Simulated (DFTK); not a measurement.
**HfN under changes of volume**

One of the cells (11.482 Å³/atom); the others are scaled copies at fixed shape and fractional positions:

```xyz
2
Lattice="0.0000 2.2560 2.2560 2.2560 0.0000 2.2560 2.2560 2.2560 0.0000" Properties=species:S:1:pos:R:3 pbc="T T T"
Hf    0.0000    0.0000    0.0000
N     2.2560    2.2560    2.2560
```

| Item | Value |
| --- | --- |
| Program | DFTK 0.8.2 |
| Functional | r2SCAN |
| Potentials or basis | cp2k.nc.sr.pbe.v0_1.largecore.gth (PBE, GTH) |
| Cutoff | 2884 eV |
| k mesh | 6 × 6 × 6 |
| Occupations | fermi-dirac, width 0.05 eV |
| Spin | no spin polarisation |

```tsv
volume (Å³/atom)	energy over the lowest point (meV/atom)	pressure (GPa)
10.793	39.52	19.4
11.023	16.74	12.1
11.252	3.89	5.5
11.482	0.00	-0.4
11.712	?	?
11.941	15.59	-10.5
```

Question: What does the run at 11.712 Å³/atom give?

Answer: Energy over the lowest point 4.17 meV/atom; pressure -5.7 GPa.

Worked out: A Birch-Murnaghan fit of order 3 (a polynomial in V^(-2/3)) to the other rows has its minimum at 11.47 Å³/atom with B0 = V·E''(V) = 282 GPa and B' = 4.1. It gives 4.17 meV/atom at 11.712 Å³/atom, against the run's 4.17, and -dE/dV = -5.5 GPa, against -5.7.

Energies are extrapolated to zero smearing.

Caveats: all runs use coarse meshes; GTH potentials come without recommended cutoffs, and this one wasn't checked for convergence; the potentials were made for another functional, which shifts forces and pressure.
